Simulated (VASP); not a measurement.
# MnSb (R-3m) in VASP: further runs

One crystal, MnSb, is run at these levels: PBE, LDA; tasks: relaxation of cell and atoms.

Program: VASP 6.6.1. These are calculated values, not measurements. Logs are shortened: lines on timing, memory, paths and dates and some standing lists are left out, and cuts for length are marked.

**1. The crystal as given**

The structure is trigonal, space group R-3m (No. 166). The conventional cell has a = 3.416 Å, b = 3.416 Å, c = 12.467 Å, α = 90.00°, β = 90.00°, γ = 120.00°. Mn (site symmetry -3m) has 6 Sb at 2.86 Å as nearest neighbours. Around Sb (site symmetry -3m) lie 6 Mn at 2.86 Å.

The cell was built by a generator and needn't be a form met in nature.

**2. Relaxation of cell and atoms, PBE, collinear spin, ferromagnetic start**

Input file INCAR:

```
SYSTEM = MnSb
PREC = Accurate
ENCUT = 600
EDIFF = 1E-6
ISMEAR = 0
SIGMA = 0.05
LREAL = .False.
LASPH = .True.
NELM = 100
ALGO = Fast
ISIF = 3
LWAVE = .False.
LCHARG = .False.
ISPIN = 2
MAGMOM = 4 0
LORBIT = 11
LMAXMIX = 4
GGA = PE
IBRION = 2
NSW = 40
EDIFFG = -0.01
```

Input file KPOINTS:

```
Automatic mesh
0
Gamma
  9 9 9
  0 0 0
```

Input file POSCAR:

```
MnSb
1.0
    1.7079057200      0.9860598200      4.1557474900
   -1.7079057200      0.9860598200      4.1557474900
    0.0000000000     -1.9721196500      4.1557474900
Mn Sb
1 1
Direct
    0.5000000000      0.5000000000      0.5000000000
    0.0000000000      0.0000000000      0.0000000000
```

Potentials or basis: VASP PAW PBE potentials, release 64 (Mn_pv, Sb).

Started as:

```
> cat potpaw_PBE.64/Mn_pv/POTCAR potpaw_PBE.64/Sb/POTCAR > POTCAR
> mpirun -np 1 vasp_std > vasp.out
```

OUTCAR:

```text
SYSTEM = MnSb
   PREC = Accurate
   ENCUT = 600
   EDIFF = 1E-6
   ISMEAR = 0
   LREAL = .False.
   LASPH = .True.
   NELM = 100
   ISIF = 3
   ISPIN = 2
   LORBIT = 11
   GGA = PE
   IBRION = 2
   NSW = 40
   EDIFFG = -0.01

 ion  position               nearest neighbor table
   1  0.500  0.500  0.500-   2 2.86   2 2.86   2 2.86   2 2.86   2 2.86   2 2.86
   2  0.000  0.000  0.000-   1 2.86   1 2.86   1 2.86   1 2.86   1 2.86   1 2.86

  LATTYP: Found a trigonal (rhomboedric) cell.
 ALAT       =     4.5999449038
 COS(alpha) =     0.7242899977

  Lattice vectors:

 A1 = (   1.7079057200,   0.9860598200,   4.1557474900)
 A2 = (  -1.7079057200,   0.9860598200,   4.1557474900)
 A3 = (   0.0000000000,  -1.9721196500,   4.1557474900)

Analysis of symmetry for initial positions (statically):
=====================================================================
 Subroutine PRICEL returns:
 Original cell was already a primitive cell.

 Routine SETGRP: Setting up the symmetry group for a
 trigonal (rhombohedral) supercell.

 Subroutine GETGRP returns: Found 12 space group operations
 (whereof 12 operations were pure point group operations)
 out of a pool of 12 trial point group operations.

The static configuration has the point symmetry D_3d.

Analysis of symmetry for dynamics (positions and initial velocities):
=====================================================================
 Subroutine PRICEL returns:
 Original cell was already a primitive cell.

 Routine SETGRP: Setting up the symmetry group for a
 trigonal (rhombohedral) supercell.

 Subroutine GETGRP returns: Found 12 space group operations
 (whereof 12 operations were pure point group operations)
 out of a pool of 12 trial point group operations.

The dynamic configuration has the point symmetry D_3d.

Analysis of structural, dynamic, and magnetic symmetry:
=====================================================================
 Subroutine PRICEL returns:
 Original cell was already a primitive cell.

 Routine SETGRP: Setting up the symmetry group for a
 trigonal (rhombohedral) supercell.

 Subroutine GETGRP returns: Found 12 space group operations
 (whereof 12 operations were pure point group operations)
 out of a pool of 12 trial point group operations.

The overall configuration has the point symmetry D_3d.

 Subroutine INISYM returns: Found 12 space group operations
 (whereof 12 operations are pure point group operations),
 and found     1 'primitive' translations

----------------------------------------------------------------------------------------

                                     Primitive cell

  volume of cell :      41.9921

  direct lattice vectors                    reciprocal lattice vectors
     1.707905720  0.986059820  4.155747490     0.292756207  0.169022875  0.080210199
    -1.707905720  0.986059820  4.155747490    -0.292756207  0.169022875  0.080210199
     0.000000000 -1.972119650  4.155747490     0.000000000 -0.338045751  0.080210199

  length of vectors
     4.599944904  4.599944904  4.599944903     0.347431439  0.347431439  0.347431440

  position of ions in fractional coordinates (direct lattice)
     0.500000000  0.500000000  0.500000000
     0.000000000  0.000000000  0.000000000

  ion indices of the primitive-cell ions
   primitive index   ion index
                 1           1
                 2           2

----------------------------------------------------------------------------------------

 KPOINTS: Automatic mesh

Automatic generation of k-mesh.
 Grid dimensions read from file:
 generate k-points for:    9    9    9

 Generating k-lattice:

  Cartesian coordinates                     Fractional coordinates (reciprocal lattice)
     0.032528467  0.018780319  0.008912244     0.111111111  0.000000000  0.000000000
    -0.032528467  0.018780319  0.008912244     0.000000000  0.111111111  0.000000000
     0.000000000 -0.037560639  0.008912244     0.000000000  0.000000000  0.111111111

  Length of vectors
     0.038603493  0.038603493  0.038603493

  Shift w.r.t. Gamma in fractional coordinates (k-lattice)
     0.000000000  0.000000000  0.000000000

 Subroutine IBZKPT returns following result:
 ===========================================

 Found     85 irreducible k-points:

 Following reciprocal coordinates:
            Coordinates               Weight
  0.000000  0.000000  0.000000      1.000000
  0.111111  0.000000  0.000000      6.000000
  0.222222 -0.000000  0.000000      6.000000
  0.333333  0.000000  0.000000      6.000000
  0.444444 -0.000000  0.000000      6.000000
  0.111111  0.111111  0.000000      6.000000
[... 16 lines left out ...]
 -0.333333  0.333333  0.000000      6.000000
  0.444444  0.444444  0.000000      6.000000
 [... further k-points ...]
   k-points           NKPTS =     85   k-points in BZ     NKDIM =     85   number of bands    NBANDS=     15
   number of dos      NEDOS =    301   number of ions     NIONS =      2
   total plane-waves  NPLWV =  64000
   dimension x,y,z NGX =    40 NGY =   40 NGZ =   40
   dimension x,y,z NGXF=    80 NGYF=   80 NGZF=   80
   ions per type =               1   1
   NGX,Y,Z   is equivalent  to a cutoff of  14.46, 14.46, 14.46 a.u.
   NGXF,Y,Z  is equivalent  to a cutoff of  28.91, 28.91, 28.91 a.u.
 SYSTEM =  MnSb
   PREC   = accura    normal or accurate (medium, high low for compatibility)
   ISTART =      0    job   : 0-new  1-cont  2-samecut
   ICHARG =      2    charge: 1-file 2-atom 10-const
   ISPIN  =      2    spin polarized calculation?
   LNONCOLLINEAR =      F non collinear calculations
   LSORBIT =      F    spin-orbit coupling
   LASPH  =      T    aspherical Exc in radial PAW
   ENCUT  =  600.0 eV  44.10 Ry    6.64 a.u.   9.19  9.19  9.19*2*pi/ulx,y,z
   NELM   =    100;   NELMIN=  2; NELMDL= -5     # of ELM steps
   EDIFF  = 0.1E-05   stopping-criterion for ELM
   LREAL  =      F    real-space projection
   EDIFFG = -.1E-01   stopping-criterion for IOM
   NSW    =     40    number of steps for IOM
   IBRION =      2    ionic relax: 0-MD 1-quasi-New 2-CG
   NFREE  =      1    steps in history (QN), initial steepest desc. (CG)
   ISIF   =      3    stress and relaxation
   ISYM   =      2    0-nonsym 1-usesym 2-fastsym
   POTIM  = 0.5000    time-step for ionic-motion
   TEBEG  =    0.0;   TEEND  =   0.0 temperature during run
   PSTRESS=    0.0 pullay stress
   NELECT =      18.0000    total number of electrons
   NUPDOWN=      -1.0000    fix difference up-down
   EMIN   =  10.00;   EMAX   =-10.00  energy-range for DOS
   EFERMI =   0.00;   METHOD = LEGACY
   ISMEAR =     0;   SIGMA  =   0.05  broadening in eV -4-tet -1-fermi 0-gaus
   EFERMI_NEDOS =   21; number of points for ismear=-14 and -15
   IALGO  =     68    algorithm
   IMIX   =      4    mixing-type and parameters
     AMIX     =   0.40;   BMIX     =  1.00
     AMIX_MAG =   1.60;   BMIX_MAG =  1.00
  volume/ion in A,a.u.               =      21.00       141.69
  Fermi-wavevector in a.u.,A,eV,Ry     =   1.234364  2.332609 20.730568  1.523654
  Thomas-Fermi vector in A             =   2.369057
   LORBIT       =     11    0 simple, 1 ext, 2 COOP (PROOUT), +10 PAW based schemes
   GGA     = PE    functional components
   LHFCALC =     F    Hartree Fock is set to
   AEXX    =    0.0000 exact exchange contribution
   IVDW    =     0    specifies the selected vdW correction
   LEPSILON=     F    determine dielectric tensor
   LRPA    =     F    only Hartree local field effects (RPA)
 conjugate gradient relaxation of ions
 spin polarized calculation
 RMM-DIIS sequential band-by-band and
 Gauss-broadening in eV      SIGMA  =   0.05
  energy-cutoff  :      600.00
  volume of cell :       41.99
 maximum number of plane-waves:      1417
 NGX is ok and might be reduce to    40
   NGX = 19   NGY = 19   NGZ = 19

--------------------------------------- Ionic step        1  -------------------------------------------

 number of electron      18.0000000 magnetization       3.6641370

 Free energy of the ion-electron system (eV)
  ---------------------------------------------------
  ext. energy  EPLUGINS =         0.00000000
  ---------------------------------------------------
  free energy    TOTEN  =       -12.56308958 eV

  energy without entropy =      -12.56012422  energy(sigma->0) =      -12.56160690

------------------------ aborting loop because EDIFF is reached ----------------------------------------

  FORCE on cell =-STRESS in cart. coord.  units (eV):
  Direction    XX          YY          ZZ          XY          YZ          ZX
  --------------------------------------------------------------------------------------
  -------------------------------------------------------------------------------------
  Total        0.2238671      0.2238671     -1.9266418      0.0000000      0.0000000      0.0000000
  in kB        8.5414836      8.5414835    -73.5095906      0.0000000      0.0000001      0.0000000
  external PRESSURE =     -18.8088745 kB  Pullay stress =       0.0000000 kB
[... 89 lines left out ...]
  FREE ENERGIE OF THE ION-ELECTRON SYSTEM (eV)
  ---------------------------------------------------
  free  energy   TOTEN  =       -12.6579126943 eV

  energy  without entropy=      -12.6559441110  energy(sigma->0) =      -12.65692840

[... ionic steps 4 to 8 ...]

--------------------------------------- Ionic step        9  -------------------------------------------

 number of electron      17.9999997 magnetization       3.8413622

------------------------ aborting loop because EDIFF is reached ----------------------------------------
[... 67 lines left out ...]
--------------------------------------- Ionic step       11  -------------------------------------------

 number of electron      17.9999997 magnetization       3.8294566

 Free energy of the ion-electron system (eV)
  ---------------------------------------------------
  ext. energy  EPLUGINS =         0.00000000
  ---------------------------------------------------
  free energy    TOTEN  =       -12.85238322 eV

  energy without entropy =      -12.85142863  energy(sigma->0) =      -12.85190592

 E-fermi :   7.7429     XC(G=0): -10.6269

 val. band max:        7.7340295536   @ k =  -0.2222  -0.2222   0.1111
 cond. band min:       7.7500091355   @ k =   0.3333   0.3333   0.1111
 fundamental gap:      0.0159795819
 Fermi energy:         7.7428861737

 spin component 1

 k-point     1 :       0.0000    0.0000    0.0000
  band No.  band energies     occupation
      1     -42.5558      1.00000
      2     -42.5558      1.00000
      3     -42.5554      1.00000
      4      -3.8501      1.00000
      5       4.6482      1.00000
      6       4.6606      1.00000
      7       4.6606      1.00000
      8       4.9205      1.00000
      9       4.9205      1.00000
     10       9.0035      0.00000
     11       9.0895      0.00000
     12       9.0895      0.00000
     13      12.8102      0.00000
     14      15.8688      0.00000
[... 401 lines left out ...]
      2     -42.5571      1.00000
      3     -42.5568      1.00000
      4      -1.4649      1.00000
      5       3.0147      1.00000
      6       4.2537      1.00000
      7       5.0812      1.00000
      8       5.0848      1.00000
      9       5.1027      1.00000
     10       6.2193      1.00000
     11       6.3006      1.00000
     12       6.3630      1.00000
     13       8.7435      0.00000
     14      12.6230      0.00000
     15      19.9402      0.00000

 [... further k-points ...]

 spin component 2

 k-point     1 :       0.0000    0.0000    0.0000
  band No.  band energies     occupation
      1     -38.6476      1.00000
      2     -38.6452      1.00000
      3     -38.6452      1.00000
      4      -3.7598      1.00000
      5       7.8489      0.00136
      6       7.8489      0.00136
      7       7.9553      0.00000
      8       7.9800      0.00000
      9       7.9800      0.00000
     10       9.0155      0.00000
     11       9.0954      0.00000
     12       9.0954      0.00000
     13      13.5964      0.00000
     14      15.7957      0.00000
[... 401 lines left out ...]
      2     -38.6480      1.00000
      3     -38.6469      1.00000
      4      -1.3952      1.00000
      5       3.2471      1.00000
      6       6.3311      1.00000
      7       6.3947      1.00000
      8       7.0215      1.00000
      9       8.1519      0.00000
     10       8.8733      0.00000
     11       8.9568      0.00000
     12       8.9577      0.00000
     13      10.2545      0.00000
     14      13.8377      0.00000
     15      20.4909      0.00000

 [... further k-points ...]

------------------------ aborting loop because EDIFF is reached ----------------------------------------

  FORCE on cell =-STRESS in cart. coord.  units (eV):
  Direction    XX          YY          ZZ          XY          YZ          ZX
  --------------------------------------------------------------------------------------
  -------------------------------------------------------------------------------------
  Total        0.0060142      0.0060142      0.0049917     -0.0000000     -0.0000000      0.0000000
  in kB        0.2230078      0.2230078      0.1850935     -0.0000000     -0.0000000      0.0000000
  external PRESSURE =       0.2103697 kB  Pullay stress =       0.0000000 kB
[... 17 lines left out ...]
  FREE ENERGIE OF THE ION-ELECTRON SYSTEM (eV)
  ---------------------------------------------------
  free  energy   TOTEN  =       -12.8523832174 eV

  energy  without entropy=      -12.8514286270  energy(sigma->0) =      -12.85190592

 reached required accuracy - stopping structural energy minimisation

 total charge

# of ion       s       p       d       tot
------------------------------------------
    1        0.283   6.188   4.998  11.469
    2        1.141   1.302   0.037   2.480
--------------------------------------------------
tot          1.424   7.491   5.034  13.949

 magnetization (x)

# of ion       s       p       d       tot
------------------------------------------
    1        0.075   0.038   3.627   3.740
    2        0.012  -0.122   0.011  -0.099
--------------------------------------------------
tot          0.087  -0.085   3.639   3.641
```

Wall time 19 min (1 thread of AMD EPYC 9R45 (Zen 5), shared host); peak memory 0.35 GiB.

What came out:

| Item | Value |
| --- | --- |
| Free energy | -12.8524 eV |
| Relaxed volume | 21.60 Å³/atom |
| Relaxed cell | a = 3.947 Å, b = 3.947 Å, c = 3.947 Å, α = 59.72°, β = 59.72°, γ = 59.72° |
| Space group after relaxing (to 0.05 Å) | Fm-3m (No. 225) |
| Energy gained by relaxing | 144.6 meV/atom |
| Ionic steps | 11 |
| Pressure after relaxing | 0.0 GPa |
| Band gap on the k mesh | none (metal or under the smearing width) |
| Net moment | 3.83 μB per cell |
| Site moments | Mn +3.74; Sb -0.10 μB |
| Valence electrons inside the program's atomic spheres | Mn 11.47; Sb 2.48 |

The path:
| step | energy change (eV) | largest force (eV/Å) | pressure (GPa) | volume (Å³) |
| --- | --- | --- | --- | --- |
| 1 | 0.0000 | 0.0000 | -1.88 | 41.99 |
| 2 | -0.0753 | 0.0000 | 1.08 | 40.47 |
| 3 | -0.0948 | 0.0000 | 3.52 | 39.52 |
| 4 | -0.1545 | 0.0000 | 2.74 | 40.56 |
| 5 | -0.2610 | 0.0000 | -0.19 | 43.36 |
| 6 | -0.1238 | 0.0000 | -5.03 | 47.32 |
| 7 | -0.2772 | 0.0000 | -1.39 | 44.28 |
| 8 | -0.2782 | 0.0000 | -1.55 | 44.43 |
| 9 | -0.2889 | 0.0000 | -0.37 | 43.54 |
| 10 | -0.2890 | 0.0000 | -0.35 | 43.50 |
| 11 | -0.2893 | 0.0000 | 0.02 | 43.21 |

Final structure:
```xyz
2
Lattice="1.9652 1.1346 3.2295 -1.9652 1.1346 3.2295 0.0000 -2.2693 3.2295" Properties=species:S:1:pos:R:3 pbc="T T T"
Mn    0.0000    0.0000    4.8443
Sb    0.0000    0.0000    0.0000
```

Caveat: a cell with one magnetic atom can't hold antiferromagnetic order, which such compounds often take. Spin-orbit coupling is left out, which matters for the levels of Sb.

**3. Relaxation of cell and atoms, LDA, collinear spin, ferromagnetic start**

Input file INCAR:

```
PREC = Accurate
ENCUT = 600
EDIFF = 1E-7
ISMEAR = 0
SIGMA = 0.05
LREAL = False
LASPH = True
NELM = 150
ALGO = Normal
ISIF = 3
LWAVE = False
LCHARG = False
ISPIN = 2
MAGMOM = 4 0
LORBIT = 11
LMAXMIX = 4
GGA = CA
IBRION = 2
NSW = 40
EDIFFG = -0.01
```

Input file KPOINTS:

```
regular mesh
0
Gamma
  9 9 9
```

POSCAR is that of step 2.

Potentials or basis: VASP PAW LDA potentials, release 64 (Mn_pv, Sb).

Started as:

```
> cat potpaw_LDA.64/Mn_pv/POTCAR potpaw_LDA.64/Sb/POTCAR > POTCAR
> mpirun -np 1 vasp_std > vasp.out
```

Wall time 23 min (1 thread of AMD EPYC 9R45 (Zen 5), shared host); peak memory 0.29 GiB.

It converged, with:

* Free energy: -14.0232 eV
* Relaxed volume: 15.69 Å³/atom
* Relaxed cell: a = 4.183 Å, b = 4.183 Å, c = 4.183 Å, α = 43.43°, β = 43.43°, γ = 43.43°
* Space group after relaxing (to 0.05 Å): R-3m (No. 166)
* Energy gained by relaxing: 147.6 meV/atom
* Ionic steps: 14
* Pressure after relaxing: 0.0 GPa
* Band gap on the k mesh: none (metal or under the smearing width)
* Net moment: 0.00 μB per cell
* Valence electrons inside the program's atomic spheres: Mn 11.89; Sb 2.58

Step by step:
```tsv
step	energy change (eV)	largest force (eV/Å)	pressure (GPa)	volume (Å³)
1	0.0000	0.0000	-9.91	41.99
2	-0.1655	0.0000	-10.68	34.54
3	6.3553	0.0000	239.75	19.64
4	-0.2213	0.0000	-6.50	33.39
5	-0.2390	0.0000	-1.13	32.22
6	-0.2392	0.0000	-2.02	32.40
7	-0.2693	0.0000	3.66	31.02
8	-0.2693	0.0000	3.89	30.97
9	-0.2897	0.0000	2.25	31.07
10	-0.2943	0.0000	1.07	31.14
11	-0.2944	0.0000	1.17	31.13
12	-0.2953	0.0000	0.07	31.36
13	-0.2953	0.0000	0.06	31.37
14	-0.2953	0.0000	0.02	31.37
```

Final structure:
```
Mn Sb
1.0
     1.54749    0.89345    3.78167
    -1.54749    0.89345    3.78167
     0.00000   -1.78689    3.78167
Mn Sb
1 1
Direct
  0.50000 0.50000 0.50000
  0.00000 0.00000 0.00000
```

Levels at points of the mesh, in eV from the Fermi level:
Spin up:
| k point | band 7 | band 8 | band 9 | band 10 | band 11 | band 12 |
| --- | --- | --- | --- | --- | --- | --- |
| (0.00, 0.00, 0.00) | -0.77 | -0.77 | -0.19 | -0.19 | 4.40 | 6.18 |
Spin down:
```
           k point  band 5  band 6  band 7  band 8  band 9  band 10  band 11  band 12  band 13  band 14
(0.00, 0.00, 0.00)   -2.63   -2.43   -0.77   -0.77   -0.19    -0.19     4.40     6.18     6.18    10.47
```

Caveat: the starting moments collapsed, and a magnetic state may lie lower; the volume moved by over 15 % at a fixed basis, so the end points are rough.

**4. For comparison**

An earlier run on the cell as given: functional PBE; potentials or basis VASP PAW PBE potentials, release 64 (Mn_pv, Sb); cutoff 520 eV; k mesh 9 × 9 × 9; occupations fermi-dirac, width 0.05 eV; collinear spin, ferromagnetic start; starting moments [4.0, 0.0] μB.

* Pressure: -1.9 GPa
* Band gap on the k mesh: none (metal or under the smearing width)
* Net moment: 3.67 μB per cell
* Site moments: Mn +3.61; Sb -0.09 μB
* Valence electrons inside the program's atomic spheres: Mn 11.46; Sb 2.43
